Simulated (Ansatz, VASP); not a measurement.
# One calculation of InP, two programs

File INCAR:

```
PREC = Accurate
ENCUT = 600
EDIFF = 1E-6
ISMEAR = -1
SIGMA = 0.05
LREAL = F
LASPH = T
NELM = 80
ALGO = Normal
ISIF = 3
LWAVE = F
LCHARG = F
GGA = PE
IBRION = 2
NSW = 40
EDIFFG = -0.02
```

KPOINTS

```
regular mesh
0
Gamma
  8 8 8
```

File POSCAR:

```
InP
1.0
    0.0000000000      2.9305000000      2.9305000000
    2.9305000000      0.0000000000      2.9305000000
    2.9305000000      2.9305000000      0.0000000000
In P
1 1
Direct
    0.0000000000      0.0000000000      0.0000000000
    0.7500000000      0.7500000000      0.7500000000
```

File input.yaml:

```yaml
crystal:
  lattice:
    - [0.0, 2.9305, 2.9305]
    - [2.9305, 0.0, 2.9305]
    - [2.9305, 2.9305, 0.0]
  atoms:
    - { symbol: In, position: [0.0, 0.0, 0.0] }
    - { symbol: P, position: [0.75, 0.75, 0.75] }
hamiltonian:
  xc: pbe
  pseudopotentials: { kind: paw }
kpoints:
  mp_grid: { grid: [8, 8, 8] }
scf:
  occupations: { method: fermi_dirac, width: 0.05 }
output:
  forces: true
  stress: true
  write_density: true
  write_potential: true
  elf: true
  volumetric_format: npy
relax:
  f_tol: 0.01
  max_steps: 40
  cell: { stress_tol: 0.05 }
```

Alike in both runs: task relaxation of cell and atoms; functional PBE; k mesh 8 × 8 × 8; occupations fermi-dirac, width 0.05 eV; no spin polarisation.

|  | VASP | Ansatz |
| --- | --- | --- |
| version | VASP 6.6.1 | Ansatz 0.2.0 |
| potentials or method | VASP PAW PBE potentials, release 64 (In_d, P) | Ansatz PAW |
| plane-wave cutoff (eV) | 600 | 420 |
| valence electrons in the cell | 18 | 18 |

Ansatz gave:

* gap on the k mesh at the Fermi level, each at its own relaxed structure (eV): 0.44
* relaxed volume (Å³/atom): 26.47
* relaxed cell length with the largest relative difference (Å): 4.214
* energy change over the relaxation (meV/atom): -13

Question: Which values does VASP return?

Answer: gap on the k mesh at the Fermi level, each at its own relaxed structure (eV): 0.44; relaxed volume (Å³/atom): 26.44; relaxed cell length with the largest relative difference (Å): 4.213; energy change over the relaxation (meV/atom): -13.

Caveats: spin-orbit coupling is left out, which moves the levels of the heavy elements; the plane-wave basis is chosen anew once the cell has moved, so the energies of steps on either side of that aren't comparable (Ansatz). PBE usually gives volumes a little too large and moduli too small. Zero-point motion and thermal expansion aren't in these numbers.
